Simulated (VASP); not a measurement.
Li2O:

```
Li O
1.0
     0.00000    2.31350    2.31350
     2.31350    0.00000    2.31350
     2.31350    2.31350    0.00000
Li O
2 1
Cartesian
  1.1567 1.1567 1.1567
  3.4703 3.4703 3.4703
  0.0000 0.0000 0.0000
```

| Item | Value |
| --- | --- |
| Program | VASP 6.6.1 |
| Task | relaxation of cell and atoms |
| Functional | r2SCAN |
| Potentials or basis | VASP PAW PBE potentials, release 64 (Li_sv, O) |
| Cutoff | 600 eV |
| k mesh | 8 × 8 × 8 |
| Occupations | gaussian, width 0.02 eV |
| Spin | no spin polarisation |

At the start: pressure -3.4 GPa; volume 8.26 Å³/atom.

Task: Where does the relaxation end?

Result: Over 3 steps the energy falls by 2.9 meV/atom and the volume is 7.94 Å³/atom (-3.8 %); space group Fm-3m (No. 225, to 0.05 Å).

The path:
```
step  energy change (eV)  largest force (eV/Å)  pressure (GPa)  volume (Å³)
   1              0.0000                0.0000           -3.39        24.77
   2             -0.0081                0.0000           -1.17        24.14
   3             -0.0088                0.0000            0.05        23.83
```

Final structure:
```cif
data_structure
_symmetry_space_group_name_H-M 'P 1'
_symmetry_Int_Tables_number 1
_cell_length_a 3.2303
_cell_length_b 3.2303
_cell_length_c 3.2303
_cell_angle_alpha 60.000
_cell_angle_beta 60.000
_cell_angle_gamma 60.000
_cell_volume 23.83
loop_
_atom_site_label
_atom_site_type_symbol
_atom_site_fract_x
_atom_site_fract_y
_atom_site_fract_z
_atom_site_occupancy
Li1 Li 0.25000 0.25000 0.25000 1
Li2 Li 0.75000 0.75000 0.75000 1
O1 O 0.00000 0.00000 0.00000 1
```

Caveat: the cutoff is under 1.25 times the usual one of these potentials, so pressure, stress and relaxed cells hold a basis-set (Pulay) error; the PAW data sets were made with another functional, which shifts forces and pressure a little.
